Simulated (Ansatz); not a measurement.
Structure types of Pt were relaxed at one common pressure (all-electron LAPW in Ansatz 0.2.0 under PBE, scalar-relativistic, no spin polarisation, zero temperature). They take these volumes:

```json
{"type": "fcc", "space group": "Fm-3m", "V (Å³/atom)": "12.67"}
{"type": "bcc", "space group": "Im-3m", "V (Å³/atom)": "12.74"}
{"type": "hcp", "space group": "P6_3/mmc", "V (Å³/atom)": "12.71"}
{"type": "sc", "space group": "Pm-3m", "V (Å³/atom)": "14.03"}
{"type": "beta tin", "space group": "I4_1/amd", "V (Å³/atom)": "13.53"}
{"type": "simple hexagonal", "space group": "P6/mmm", "V (Å³/atom)": "13.37"}
```

Q: At about which pressure, and is the densest type also the lowest in enthalpy?

A: 92 GPa. The densest is fcc, and it is also the lowest in enthalpy among these.
